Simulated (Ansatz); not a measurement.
GeO2:
```cif
data_Ge3O6
_chemical_formula_sum 'Ge3 O6'
_space_group_name_H-M_alt 'P 1'
_space_group_IT_number 1
_cell_length_a 5.09118
_cell_length_b 5.09118
_cell_length_c 5.76870
_cell_angle_alpha 90.000
_cell_angle_beta 90.000
_cell_angle_gamma 120.000
loop_
_space_group_symop_operation_xyz
  'x, y, z'
loop_
_atom_site_label
_atom_site_type_symbol
_atom_site_fract_x
_atom_site_fract_y
_atom_site_fract_z
_atom_site_occupancy
Ge1 Ge 0.45555 0.00000 0.66667 1
Ge2 Ge 0.00000 0.45555 0.33333 1
Ge3 Ge 0.54445 0.54445 0.00000 1
O1 O 0.39729 0.29832 0.75807 1
O2 O 0.29832 0.39729 0.24193 1
O3 O 0.70168 0.09897 0.42474 1
O4 O 0.60271 0.90103 0.90860 1
O5 O 0.90103 0.60271 0.09140 1
O6 O 0.09897 0.70168 0.57526 1
```

Relaxed with PBE.

### Question
Decompose the optical modes at the zone centre into irreducible representations, and say which are infrared and Raman allowed.

### Answer
Point group 32: Γ_opt = 4A1 + 4A2 + 8E. Infrared: A2, E. Raman: A1, E.

### Question
Assign frequencies (DFPT, PBE in the plane-wave PAW code Ansatz; without the LO–TO term).

### Answer
E 111, A1 153, E 191, A2 218, A1 229, E 233, E 295, A2 317, A1 406, E 474, A2 493, E 539, E 783, A2 798, A1 805, E 886 cm⁻¹.

Space group P3_221. The PBE relaxation kept the symmetry of its start.

Potentials: the later of the program's two PAW sets.
